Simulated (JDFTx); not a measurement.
LiF (Griceite) under changes of volume

One of the cells (8.169 Å³/atom); the others are scaled copies at fixed shape and fractional positions:

```xyz
2
Lattice="0.0000 2.0140 2.0140 2.0140 0.0000 2.0140 2.0140 2.0140 0.0000" Properties=species:S:1:pos:R:3 pbc="T T T"
F     2.0140    2.0140    2.0140
Li    0.0000    0.0000    0.0000
```

- Program: JDFTx 1.7.0 (patched build)
- Functional: PBEsol
- Potentials or basis: PseudoDojo-SR-PBEsol-0.4.1-standard with smoothed tails
- Cutoff: 1143 eV
- Density cutoff: 9143 eV
- k mesh: 11 × 11 × 11
- Occupations: fermi-dirac, width 0.05 eV
- Spin: no spin polarisation

```csv
volume (Å³/atom),energy over the lowest point (meV/atom),pressure (GPa),gap on the mesh (eV)
7.679,3.33,3.3,9.51
7.842,0.82,1.6,9.31
8.006,0.00,0.0,9.12
8.169,0.70,-1.4,8.94
8.333,2.78,-2.7,8.77
8.496,6.09,-3.8,8.61
8.659,?,?,?
```

Q: What does the run at 8.659 Å³/atom give?

A: Energy over the lowest point 10.50 meV/atom; pressure -4.8 GPa; gap on the mesh 8.45 eV.

Worked out: A Birch-Murnaghan fit of order 3 (a polynomial in V^(-2/3)) to the other rows has its minimum at 8.01 Å³/atom with B0 = V·E''(V) = 73 GPa and B' = 4.1. It gives 10.51 meV/atom at 8.659 Å³/atom, against the run's 10.50, and -dE/dV = -4.9 GPa, against -4.8. A straight line through the other rows of the gap, of slope -8.9 eV per unit of ln V (its deformation potential), extrapolates to 8.43 eV, against the run's 8.45.

Energies are extrapolated to zero smearing.

Caveats: an odd mesh through Γ misses points on the zone boundary, where band edges often lie.
